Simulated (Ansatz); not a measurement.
BeO (wurtzite), relaxed with LDA (Ansatz, an electronic-structure program, plane waves, PAW): a = 2.665 Å, b = 2.665 Å, c = 4.329 Å, α = 90.00°, β = 90.00°, γ = 120.00°.

```
Property                              Result
------------------------------------  ------
gap (eV)                                7.94
ΔH_f (eV/atom)                         -2.94
B₀ by P(V) fit (GPa)                     232
K_Hill (GPa)                             232
G_Hill (GPa)                             163
ε∞                                      3.10
ε0                                      6.82
highest Γ mode, no LO–TO term (cm⁻¹)     895
electron conductivity mass (mₑ)         0.65
Θ_D (K)                                 1270
```

Task: The same phase is relaxed and computed with PBEsol in the same code. What are the cell and these values now?

Result: a = 2.6929 Å, b = 2.6929 Å, c = 4.3728 Å, α = 90.00°, β = 90.00°, γ = 120.00°.

- gap (eV) = 7.51
- ΔH_f (eV/atom) = -2.78
- B₀ by P(V) fit (GPa) = 218
- K_Hill (GPa) = 218
- G_Hill (GPa) = 155
- ε∞ = 3.13
- ε0 = 7.10
- highest Γ mode, no LO–TO term (cm⁻¹) = 871
- electron conductivity mass (mₑ) = 0.59
- Θ_D (K) = 1240

All cells were relaxed under the symmetry of their starts (and spin orders); stability against distortions was not tested throughout.

Potentials: the later of the program's two PAW sets.

Ansatz is a plane-wave DFT program.

Formation energies count from the lowest solids of the elements computed at the same level, not from gases.
